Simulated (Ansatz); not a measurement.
## Response of Bi2Se3 to small distortions

```
CELL_PARAMETERS angstrom
2.07150 1.19598 9.54533
-2.07150 1.19598 9.54533
0.00000 -2.39196 9.54533
ATOMIC_POSITIONS crystal
Bi 0.40080 0.40080 0.40080
Bi 0.59920 0.59920 0.59920
Se 0.00000 0.00000 0.00000
Se 0.21170 0.21170 0.21170
Se 0.78830 0.78830 0.78830
```

Atom numbers follow the list: Bi1, Bi2, Se3, Se4, Se5.

The cell is COD entry 9011965, as deposited and not checked against the literature; nothing was relaxed.

No spin–orbit coupling, which matters for the heavy atoms here.

Computed with DFT, PBEsol, all-electron PAW with datasets made for the crystal, scalar-relativistic (Ansatz 0.2.0).

Numerical set-up: a Γ-centred 6×6×6 k mesh, Fermi–Dirac smearing of 0.03 eV, cutoff 240 eV (chosen by the program for this cell), no spin polarisation.

The unchanged cell is at -0.33 GPa.

x, y and z are the Cartesian axes of the cell as listed; fractional coordinates follow a strain, and an engineering shear is twice the off-diagonal strain component.

(1) With this change (equal xy, yz and zx engineering shear strains of -2 %), what becomes of the energy and stress and forces?

(2) With this change (equal xy, yz and zx engineering shear strains of +1 %), what becomes of the energy and stress and forces?

(3) With this change (equal xy, yz and zx engineering shear strains of +3 %), what becomes of the energy and stress and forces?

Results:

(1) Energy change +3 meV/atom; stress change (xx, yy, zz, yz, xz, xy) -0.56, 0.64, 0.04, 1.18, 0.56, 0.19 GPa, compression positive; change of the force on Se4 (-0.079, -0.163, -0.004) eV/Å.

(2) Energy change under 1 meV/atom; stress change (xx, yy, zz, yz, xz, xy) 0.29, -0.27, 0.01, -0.57, -0.30, -0.10 GPa, compression positive; change of the force on Se4 (0.042, 0.079, -0.001) eV/Å.

(3) Energy change +8 meV/atom; stress change (xx, yy, zz, yz, xz, xy) 0.88, -0.69, 0.09, -1.69, -0.95, -0.28 GPa, compression positive; change of the force on Se4 (0.129, 0.233, -0.008) eV/Å.
